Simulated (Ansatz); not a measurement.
Phonons of ZnTe (zinc blende) at Γ, L = (0.5, 0.0, 0.0), X = (0.5, 0.5, 0.0).

ZnTe (zinc blende)

```
ZnTe
1.0
    0.00000     3.08955     3.08955
    3.08955     0.00000     3.08955
    3.08955     3.08955     0.00000
Te Zn
1 1
Direct
  0.75000   0.75000   0.75000
  0.00000   0.00000   0.00000
```

Level of theory: PBE (plane waves to 420 eV, PAW, scalar-relativistic; Ansatz, a program for electronic structure). DFPT wavenumbers on a 10×10×10 k mesh, in cm⁻¹; i marks imaginary ones, q is in fractions of the reciprocal vectors of the cell shown, and the three acoustic modes at Γ are left out. The non-analytic (LO-TO) term is not included, so polar modes at Γ have their transverse values. Spin-orbit coupling is left out, though Te is heavy. ZnTe was relaxed with its symmetry unable to fall.

```tsv
q	wavenumbers (cm⁻¹)
Γ	168 (×3)
L = (0.5, 0.0, 0.0)	42 (×2), 130, 166 (×2), 167
X = (0.5, 0.5, 0.0)	54 (×2), 134, 162 (×2), 173
```

The structure shows no imaginary mode at these points (lowest 42 cm⁻¹ at L = (0.5, 0.0, 0.0)); other wave vectors were not tested.

Highest mode: 173 cm⁻¹ at X = (0.5, 0.5, 0.0).
